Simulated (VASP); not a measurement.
# ZnS (P6_3mc) in VASP: further runs, part 2 of 2

VASP 6.6.1.

### Step 3. Single point, PBEsol

This run uses another cell than the first one, of 19.21 Å³/atom.

INCAR reads:

```
SYSTEM = ZnS
PREC     = Accurate       ! precision mode
ENCUT    = 520            ! plane-wave cutoff, eV
EDIFF    = 1E-7           ! SCF threshold, eV
ISMEAR   = -1             ! smearing method
SIGMA    = 0.05           ! smearing width, eV
LREAL    = .False.        ! projectors in reciprocal space
LASPH    = .True.         ! aspherical terms in the spheres
NELM     = 100            ! most SCF steps
ALGO     = Normal         ! electronic algorithm
ISIF     = 2              ! what is computed and relaxed
LWAVE    = .False.        ! write WAVECAR
LCHARG   = .False.        ! write CHGCAR
GGA      = PS             ! functional
NBANDS   = 66             ! bands
```

KPOINTS reads:

```
regular mesh
0
Gamma
  8 8 2
  0 0 0
```

POSCAR reads:

```
ZnS
1.0
    3.7854117516      0.0000000000      0.0000000000
   -1.8927058758      3.2782627406      0.0000000000
    0.0000000000      0.0000000000     18.5752955828
Zn S
6 6
Direct
    0.3333333333      0.6666666667      0.8332749599
    0.6666666667      0.3333333333      0.3332749599
    0.6666666667      0.3333333333      0.6668212117
    0.3333333333      0.6666666667      0.1668212117
    0.0000000000      0.0000000000      0.5000269992
    0.0000000000      0.0000000000      0.0000269992
    0.3333333333      0.6666666667      0.9581264996
    0.6666666667      0.3333333333      0.4581264996
    0.6666666667      0.3333333333      0.7916373376
    0.3333333333      0.6666666667      0.2916373376
    0.0000000000      0.0000000000      0.6251129921
    0.0000000000      0.0000000000      0.1251129921
```

Potentials or basis: VASP PAW PBE potentials, release 64 (Zn, S).

On the command line:

```
$ cat potpaw_PBE.64/Zn/POTCAR potpaw_PBE.64/S/POTCAR > POTCAR
$ mpirun -np 1 vasp_std > vasp.out
```

OUTCAR:

```text
SYSTEM = ZnS
   PREC = Accurate
   ENCUT = 520
   EDIFF = 1E-7
   ISMEAR = -1
   LREAL = .False.
   LASPH = .True.
   NELM = 100
   ISIF = 2
   GGA = PS

 ion  position               nearest neighbor table
   1  0.333  0.667  0.833-   9 2.32   9 2.32   9 2.32   7 2.32
   2  0.667  0.333  0.333-  10 2.32  10 2.32  10 2.32   8 2.32
   3  0.667  0.333  0.667-   9 2.32  11 2.32  11 2.32  11 2.32
   4  0.333  0.667  0.167-  10 2.32  12 2.32  12 2.32  12 2.32
   5  0.000  0.000  0.500-   8 2.32   8 2.32   8 2.32  11 2.32
   6  0.000  0.000  0.000-   7 2.32   7 2.32   7 2.32  12 2.32
   7  0.333  0.667  0.958-   1 2.32   6 2.32   6 2.32   6 2.32
   8  0.667  0.333  0.458-   2 2.32   5 2.32   5 2.32   5 2.32
   9  0.667  0.333  0.792-   1 2.32   1 2.32   1 2.32   3 2.32
  10  0.333  0.667  0.292-   2 2.32   2 2.32   2 2.32   4 2.32
  11  0.000  0.000  0.625-   3 2.32   3 2.32   3 2.32   5 2.32
  12  0.000  0.000  0.125-   4 2.32   4 2.32   4 2.32   6 2.32

  LATTYP: Found a hexagonal cell.
 ALAT       =     3.7854117516
 C/A-ratio  =     4.9070739993

  Lattice vectors:

[... 208 lines left out ...]
      6     -10.0862      2.00000
[... 1369 lines left out ...]
     65       8.7930      0.00000
     66       8.7930      0.00000

------------------------ aborting loop because EDIFF is reached ----------------------------------------

  FORCE on cell =-STRESS in cart. coord.  units (eV):
  Direction    XX          YY          ZZ          XY          YZ          ZX
  --------------------------------------------------------------------------------------
  -------------------------------------------------------------------------------------
  Total        0.3487119      0.3487119      0.3457742      0.0000000      0.0000000     -0.0000000
  in kB        2.4237327      2.4237327      2.4033145      0.0000000      0.0000000     -0.0000000
  external PRESSURE =       2.4169266 kB  Pullay stress =       0.0000000 kB

 VOLUME and BASIS-vectors are now :
 -----------------------------------------------------------------------------
  energy-cutoff  :      520.00
  volume of cell :      230.51
      direct lattice vectors                 reciprocal lattice vectors
     3.785411752  0.000000000  0.000000000     0.264172055  0.152519807  0.000000000
    -1.892705876  3.278262741  0.000000000     0.000000000  0.305039614  0.000000000
     0.000000000  0.000000000 18.575295583     0.000000000  0.000000000  0.053834944

 POSITION                                       TOTAL-FORCE (eV/Angst)
 -----------------------------------------------------------------------------------
     -0.00000      2.18551     15.47833         0.000000      0.000000     -0.000556
      1.89271      1.09275      6.19068        -0.000000      0.000000     -0.000556
      1.89271      1.09275     12.38640         0.000000     -0.000000      0.003703
     -0.00000      2.18551      3.09875        -0.000000      0.000000      0.003703
      0.00000      0.00000      9.28815        -0.000000      0.000000      0.000075
      0.00000      0.00000      0.00050         0.000000     -0.000000      0.000075
     -0.00000      2.18551     17.79748        -0.000000      0.000000     -0.000842
      1.89271      1.09275      8.50984         0.000000     -0.000000     -0.000842
      1.89271      1.09275     14.70490        -0.000000     -0.000000     -0.001396
     -0.00000      2.18551      5.41725        -0.000000      0.000000     -0.001396
      0.00000      0.00000     11.61166         0.000000     -0.000000     -0.000983
      0.00000      0.00000      2.32401        -0.000000      0.000000     -0.000983
 -----------------------------------------------------------------------------------
    total drift:                               -0.000003     -0.000004     -0.000297

  FREE ENERGIE OF THE ION-ELECTRON SYSTEM (eV)
  ---------------------------------------------------
  free  energy   TOTEN  =       -45.5235077279 eV

  energy  without entropy=      -45.5235077278  energy(sigma->0) =      -45.52350773
```

OSZICAR:

```text
N       E                     dE             d eps       ncg     rms          rms(c)
DAV:   1     0.971079406559E+03    0.97108E+03   -0.48910E+04  2640   0.200E+03
DAV:   2     0.109349156662E+03   -0.86173E+03   -0.82819E+03  2640   0.482E+02
DAV:   3    -0.381766956025E+02   -0.14753E+03   -0.14336E+03  2916   0.175E+02
DAV:   4    -0.477683151266E+02   -0.95916E+01   -0.95317E+01  3076   0.447E+01
DAV:   5    -0.479678136656E+02   -0.19950E+00   -0.19926E+00  3144   0.657E+00    0.173E+01
DAV:   6    -0.454533839704E+02    0.25144E+01   -0.60603E+00  3804   0.475E+01    0.131E+01
DAV:   7    -0.456810532938E+02   -0.22767E+00   -0.79103E+00  2984   0.928E+00    0.458E+00
DAV:   8    -0.455443491993E+02    0.13670E+00   -0.42919E-01  3356   0.512E+00    0.151E+00
DAV:   9    -0.455236064385E+02    0.20743E-01   -0.19635E-01  3472   0.324E+00    0.432E-01
DAV:  10    -0.455230868308E+02    0.51961E-03   -0.82880E-03  3332   0.105E+00    0.355E-01
DAV:  11    -0.455232878974E+02   -0.20107E-03   -0.16792E-03  3776   0.344E-01    0.250E-01
DAV:  12    -0.455235959466E+02   -0.30805E-03   -0.55978E-04  2868   0.236E-01    0.125E-01
DAV:  13    -0.455235000057E+02    0.95941E-04   -0.26852E-04  3526   0.166E-01    0.392E-02
DAV:  14    -0.455235050254E+02   -0.50197E-05   -0.90593E-05  3416   0.723E-02    0.193E-02
DAV:  15    -0.455235086095E+02   -0.35841E-05   -0.14731E-05  3238   0.476E-02    0.106E-02
DAV:  16    -0.455235075838E+02    0.10257E-05   -0.83248E-06  3252   0.460E-02    0.609E-03
DAV:  17    -0.455235077338E+02   -0.15006E-06   -0.13947E-06  3200   0.811E-03    0.614E-03
DAV:  18    -0.455235077279E+02    0.59699E-08   -0.11689E-07  1520   0.331E-03
   1 F= -.45523508E+02 E0= -.45523508E+02  d E =-.523813E-10
```

stdout:

```text
POSCAR found type information on POSCAR ZnS
 POSCAR found :  2 types and      12 ions
 scaLAPACK will be used
 -----------------------------------------------------------------------------
|                                                                             |
|                                                                             |
|     You enforced a specific xc type in the INCAR file but a different       |
|     I HOPE YOU KNOW WHAT YOU ARE DOING!                                     |
|                                                                             |
 -----------------------------------------------------------------------------

 LDA part: xc-table for (Slater+PW92), standard interpolation
 POSCAR, INCAR and KPOINTS ok, starting setup
 FFT: planning ... GRIDC
 FFT: planning ... GRID_SOFT
 FFT: planning ... GRID
 WAVECAR not read
 entering main loop
```

Wall time 15 min (1 thread of Intel Xeon 8259CL, shared host); peak memory 0.45 GiB.

What came out:

```yaml
Free_energy: -45.5235 eV
Pressure: 0.2 GPa
Largest_force: 0.004 eV/Å
Band_gap_on_the_k_mesh: 2.12 eV
```

Forces on the atoms (eV/Å):
```
Zn   0.000  0.000 -0.001
Zn   0.000  0.000 -0.001
Zn   0.000  0.000  0.004
Zn   0.000  0.000  0.004
Zn   0.000  0.000  0.000
Zn   0.000  0.000  0.000
S    0.000  0.000 -0.001
S    0.000  0.000 -0.001
S    0.000  0.000 -0.001
S    0.000  0.000 -0.001
S    0.000  0.000 -0.001
S    0.000  0.000 -0.001
```

Levels at points of the mesh, in eV from the valence-band top:
```tsv
k point	band 51	band 52	band 53	band 54	band 55	band 56	band 57	band 58
(0.00, 0.00, 0.00)	-0.25	-0.03	0.00	0.00	2.12	3.15	3.22	3.27
(0.50, 0.00, 0.00)	-1.33	-1.32	-1.16	-0.92	3.32	3.41	3.45	3.75
(0.00, 0.00, 0.50)	-0.07	-0.07	-0.07	-0.07	2.61	2.61	3.21	3.21
(0.50, 0.00, 0.50)	-1.28	-1.28	-1.03	-1.03	3.22	3.22	3.73	3.73
```

Caveat: the PAW data sets were made with another functional, which shifts forces and pressure a little.

### Step 4. Single point, RPBE

INCAR reads:

```
ALGO = Normal
EDIFF = 1E-6
ENCUT = 520
GGA = RP
ISIF = 2
ISMEAR = -1
LASPH = T
LCHARG = F
LREAL = F
LWAVE = F
NBANDS = 66
NELM = 100
PREC = Accurate
SIGMA = 0.05
```

KPOINTS reads:

```
k-points
0
Gamma
  8 8 2
```

POSCAR reads:

```
ZnS
1.0
    3.8120000000      0.0000000000      0.0000000000
   -1.9060000000      3.3012888392      0.0000000000
    0.0000000000      0.0000000000     18.6899900000
Zn S
6 6
Direct
    0.3333333333      0.6666666667      0.8333300000
    0.6666666667      0.3333333333      0.3333300000
    0.6666666667      0.3333333333      0.6666700000
    0.3333333333      0.6666666667      0.1666700000
    0.0000000000      0.0000000000      0.5000000000
    0.0000000000      0.0000000000      0.0000000000
    0.3333333333      0.6666666667      0.9583300000
    0.6666666667      0.3333333333      0.4583300000
    0.6666666667      0.3333333333      0.7916700000
    0.3333333333      0.6666666667      0.2916700000
    0.0000000000      0.0000000000      0.6250000000
    0.0000000000      0.0000000000      0.1250000000
```

On the command line:

```
$ cat potpaw_PBE.64/Zn/POTCAR potpaw_PBE.64/S/POTCAR > POTCAR
$ mpirun -np 1 vasp_std > vasp.out
```

Wall time 21 min (1 thread of Intel Xeon 8259CL, shared host); peak memory 0.46 GiB.

Results (log left out):

| Property | Result |
| --- | --- |
| Free energy | -36.9884 eV |
| Pressure | 4.8 GPa |
| Largest force | 0.030 eV/Å |
| Band gap on the k mesh | 2.33 eV |

Forces in eV/Å, atoms in the order of the input:
```
Zn   0.000  0.000  0.000
Zn   0.000  0.000  0.000
Zn   0.000  0.000  0.014
Zn   0.000  0.000  0.014
Zn   0.000  0.000 -0.002
Zn   0.000  0.000 -0.002
S    0.000  0.000 -0.030
S    0.000  0.000 -0.030
S    0.000  0.000 -0.006
S    0.000  0.000 -0.006
S    0.000  0.000  0.023
S    0.000  0.000  0.023
```

Levels at points of the mesh, in eV from the valence-band top:
```csv
k point,band 51,band 52,band 53,band 54,band 55,band 56,band 57,band 58
"(0.00, 0.00, 0.00)",-0.24,-0.02,0.00,0.00,2.33,3.34,3.39,3.46
"(0.50, 0.00, 0.00)",-1.26,-1.25,-1.08,-0.88,3.57,3.70,3.74,4.00
"(0.00, 0.00, 0.50)",-0.07,-0.07,-0.07,-0.07,2.79,2.79,3.40,3.40
"(0.50, 0.00, 0.50)",-1.21,-1.21,-0.98,-0.98,3.50,3.50,3.97,3.97
```

Caveat: the cell stands under pressure; the PAW data sets were made with another functional, which shifts forces and pressure a little.

### Step 5. Single point, BLYP+D3(BJ)

This run uses another cell than the first one, of 20.38 Å³/atom.

INCAR reads:

```
SYSTEM = ZnS
PREC = Accurate ; ENCUT = 520
EDIFF = 1E-6 ; ISMEAR = -1
SIGMA = 0.05 ; LREAL = .FALSE.
LASPH = .TRUE. ; NELM = 60
ALGO = Normal ; ISIF = 2
LWAVE = .FALSE. ; LCHARG = .FALSE.
GGA = B5 ; ALDAX = 1.0
AGGAX = 1.0 ; AGGAC = 1.0
ALDAC = 0.0 ; IVDW = 12
VDW_S6 = 1.0 ; VDW_S8 = 2.6996
VDW_A1 = 0.4298 ; VDW_A2 = 4.2359
NBANDS = 66
```

KPOINTS reads:

```
regular mesh
0
G
  8 8 2
  0 0 0
```

POSCAR: that of step 4 with these lines changed.

```diff
@@ -2,5 +2,5 @@
 1.0
-    3.8120000000      0.0000000000      0.0000000000
-   -1.9060000000      3.3012888392      0.0000000000
-    0.0000000000      0.0000000000     18.6899900000
+    3.8621636474      0.0000000000      0.0000000000
+   -1.9310818237      3.3447318322      0.0000000000
+    0.0000000000      0.0000000000     18.9359391258
 Zn S
```

On the command line:

```
$ cat potpaw_PBE.64/Zn/POTCAR potpaw_PBE.64/S/POTCAR > POTCAR
$ mpirun -np 1 vasp_std > vasp.out
```

It took 5.6 min on 1 thread of Oxide Virtual Turin-like, shared host; peak memory 0.45 GiB.

It converged, with:

```yaml
Free_energy: -42.5810 eV
Pressure: -2.8 GPa
Largest_force: 0.041 eV/Å
Band_gap_on_the_k_mesh: 1.99 eV
Dispersion_energy_per_atom: -0.642 eV
```

Forces on the atoms (eV/Å):
```
Zn   0.000  0.000  0.002
Zn   0.000  0.000  0.002
Zn   0.000  0.000  0.024
Zn   0.000  0.000  0.024
Zn   0.000  0.000 -0.006
Zn   0.000  0.000 -0.006
S    0.000  0.000 -0.041
S    0.000  0.000 -0.041
S    0.000  0.000 -0.005
S    0.000  0.000 -0.005
S    0.000  0.000  0.025
S    0.000  0.000  0.025
```

Stress tensor (GPa, compression positive):
```
-2.85  0.00  0.00
 0.00 -2.85  0.00
 0.00  0.00 -2.72
```

Levels at points of the mesh, in eV from the valence-band top:
```csv
k point,band 50,band 51,band 52,band 53,band 54,band 55,band 56,band 57,band 58,band 59
"(0.00, 0.00, 0.00)",-0.22,-0.22,-0.02,0.00,0.00,1.99,3.08,3.18,3.20,3.26
"(0.50, 0.00, 0.00)",-1.39,-1.17,-1.17,-1.01,-0.81,3.41,3.63,3.74,3.94,4.14
"(0.00, 0.00, 0.50)",-0.44,-0.06,-0.06,-0.06,-0.06,2.47,2.47,3.21,3.21,3.42
"(0.50, 0.00, 0.50)",-1.49,-1.13,-1.13,-0.91,-0.91,3.41,3.41,3.91,3.91,4.22
```

Caveat: the PAW data sets were made with another functional, which shifts forces and pressure a little. A k mesh can miss the band edges.

### Step 6. Summary

```tsv
level	cell	gap on the mesh (eV)	pressure (GPa)	largest force (eV/Å)
revPBE	a = 3.812, b = 3.812, c = 18.690 Å, angles 90.0, 90.0, 120.0°, 12 atoms, atomic positions A	2.29	4.3	0.03
PBEsol	a = 3.785, b = 3.785, c = 18.575 Å, angles 90.0, 90.0, 120.0°, 12 atoms, atomic positions B	2.12	0.2	-
RPBE	a = 3.812, b = 3.812, c = 18.690 Å, angles 90.0, 90.0, 120.0°, 12 atoms, atomic positions A	2.33	4.8	0.03
BLYP+D3(BJ)	a = 3.862, b = 3.862, c = 18.936 Å, angles 90.0, 90.0, 120.0°, 12 atoms, atomic positions A	1.99	-2.8	0.04
```

Alike in all rows: task single point; potentials or basis VASP PAW PBE potentials, release 64 (Zn, S); no spin polarisation; k mesh 8 × 8 × 2; cutoff (eV) 520; smearing fermi-dirac 0.05 eV.

Caveats: the PAW data sets were made with another functional, which shifts forces and pressure a little; the cell stands under pressure (at least some runs).

Absolute energies hang on the potentials; compare differences alone.

### Step 7. How close it comes

Step 3. A measured gap of ZnS is 3.911 eV (direct; 4 K; a printed reference work, monograph); the calculated 2.12 eV misses it by -1.79 eV. The value is that of PBEsol on a finite k mesh, which can miss the band edges, without temperature or zero-point motion. Semilocal functionals fall short of measured gaps as a rule.
